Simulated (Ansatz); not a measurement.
S, DFT, PBE, all-electron LAPW, scalar-relativistic (Ansatz 0.2.0), run on 1 thread of Arm Neoverse V1 on a shared host.

The cell was built from the fcc type and relaxed in the same program, and has space group Fm-3m; it needn't be a known or the stable phase.

Command: `ansatz run input.yaml --threads 1 --pin off --max-ram 2048MiB --backend cpu --events-out ev --progress --plain --runs-dir out`

```yaml
crystal:
  lattice:
    - [0.0, 1.9939585068, 1.9939585068]
    - [1.9939585068, 0.0, 1.9939585068]
    - [1.9939585068, 1.9939585068, 0.0]
  atoms:
    - { symbol: S, position: [0.0, 0.0, 0.0] }
kpoints:
  mp_grid: { grid: [16, 16, 16] }
scf:
  occupations: { method: fermi_dirac, width: 0.03 }
hamiltonian:
  xc: pbe
  pseudopotentials:
    kind: all_electron
    lapw: { basis_error: 0.001, muffin_tin_radii: { S: 1.052 } }
output:
  forces: true
  stress: true
  eigenvalues: true
```

Task: How large is the problem that the program sets up?

Result: 145 irreducible k-points, 169 plane waves at Γ, 11 bands.

Task: About how long does it take, and how much memory does it use?

Result: 5.1 s of wall time for 5 SCF iterations, with a peak of 0.23 GiB. Times on shared machines scatter by tens of per cent.
